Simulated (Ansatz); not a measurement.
Space group P4/mmm (No. 123). a = 2.774 Å, b = 2.774 Å, c = 7.592 Å, α = 90.00°, β = 90.00°, γ = 90.00°
| atom | site | symmetry | x | y | z |
| --- | --- | --- | --- | --- | --- |
| Al | 1b | 4/mmm | 0.0000 | 0.0000 | 0.5000 |
| Al | 2h | 4mm | 0.5000 | 0.5000 | 0.2226 |
| Cu | 1a | 4/mmm | 0.0000 | 0.0000 | 0.0000 |

Equation of state of this Al$_{3}$Cu structure (not necessarily the ground state), with shape and atoms relaxed at each volume where symmetry leaves them free. It has no gap at any of these volumes. Level of theory: Ansatz 0.2.0, DFT r2SCAN, scalar-relativistic, plane waves, PAW.

Cutoff 500 eV; k points 16×16×6 on the computed 4-atom cell (Γ-centred); Gaussian smearing, width 0.10 eV; no spin polarisation.

| V (Å³/atom) | E − E(largest V) (meV/atom) | P (GPa) |
| --- | --- | --- |
| 12.850 | 47.07 | 17.98 |
| 13.288 | 5.75 | 12.35 |
| 13.727 | -21.30 | 7.54 |
| 14.165 | -36.19 | 3.45 |
| 14.603 | -40.74 | -0.02 |
| 15.041 | -36.54 | -2.96 |
| 15.479 | -24.95 | -5.44 |
| 16.063 | 0.00 | -8.13 |

Question: Fit a third-order Birch–Murnaghan equation to E(V).

Answer: V0 = 14.60 Å³/atom, B0 = 106 GPa, B0' = 4.5.